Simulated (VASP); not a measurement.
## A VASP 6.6.1 single-point calculation on SrO

INCAR

```
LREAL = .FALSE.
NBANDS = 15
IBRION = -1
EDIFF = 1E-7
PREC = Accurate
GGA = PE
SIGMA = 0.02
NELM = 120
LCHARG = .FALSE.
LWAVE = .FALSE.
ENCUT = 520
NSW = 0
LASPH = .TRUE.
ISMEAR = -1
ISIF = 2
```

KPOINTS

```
KPOINTS created by Atomic Simulation Environment
0
Monkhorst-Pack
8 8 8
0 0 0
```

POSCAR

```
Sr O
 1.0000000000000000
    -0.0869525121000000    2.5703365835000000    2.5703365835000000
     2.5703365835000000   -0.0869525121000000    2.5703365835000000
     2.5703365835000000    2.5703365835000000   -0.0869525121000000
 Sr  O
   1   1
Cartesian
  0.0000000000000000  0.0000000000000000  0.0000000000000000
  2.5268603274500001  2.5268603274500001  2.5268603274500001
```

The recommended PBE PAW datasets give the neutral cell 16 valence electrons.

Command

```
mpirun -np 1 vasp_std
```

Task: How does this run end, and what does it give?

Result: It converged. Results: gap between bands v and c on the k mesh 3.46 eV; least direct gap on the k mesh 3.56 eV; pressure -1.1 GPa. Band v is the last that the valence electrons fill when counted band by band, and c is the next.

OSZICAR

```
N       E                     dE             d eps       ncg     rms          rms(c)
DAV:   1     0.692137777073E+02    0.69214E+02   -0.83784E+03  1800   0.103E+03
DAV:   2    -0.109659337933E+02   -0.80180E+02   -0.73189E+02  2484   0.218E+02
DAV:   3    -0.141699101823E+02   -0.32040E+01   -0.31884E+01  2395   0.402E+01
DAV:   4    -0.142327769845E+02   -0.62867E-01   -0.62860E-01  2268   0.518E+00
DAV:   5    -0.142341126195E+02   -0.13356E-02   -0.13356E-02  2365   0.597E-01    0.150E+01
DAV:   6    -0.122021900893E+02    0.20319E+01   -0.68799E+00  1849   0.192E+01    0.177E+01
DAV:   7    -0.120445399819E+02    0.15765E+00   -0.33340E-01  2087   0.503E+00    0.102E+01
DAV:   8    -0.120333294950E+02    0.11210E-01   -0.12444E-01  2388   0.357E+00    0.362E-01
DAV:   9    -0.120343131844E+02   -0.98369E-03   -0.64997E-03  2149   0.522E-01    0.236E-01
DAV:  10    -0.120347528352E+02   -0.43965E-03   -0.44165E-04  2045   0.204E-01    0.947E-02
DAV:  11    -0.120349220289E+02   -0.16919E-03   -0.18192E-04  1968   0.998E-02    0.279E-02
DAV:  12    -0.120349416833E+02   -0.19654E-04   -0.27359E-05  1947   0.378E-02    0.200E-02
DAV:  13    -0.120349413741E+02    0.30918E-06   -0.14253E-06  2129   0.109E-02    0.342E-03
DAV:  14    -0.120349412617E+02    0.11240E-06   -0.19325E-07  2423   0.334E-03    0.214E-03
DAV:  15    -0.120349412397E+02    0.22064E-07   -0.90546E-09  1040   0.103E-03
   1 F= -.12034941E+02 E0= -.12034941E+02  d E =-.619975E-13
```

The shifted mesh misses Γ, so a band edge there is missed.

For comparison, a separate PBE run of the intended cell, on usual settings and not on those above, gives a gap of 3.20 eV on its mesh and a pressure of -1.1 GPa.
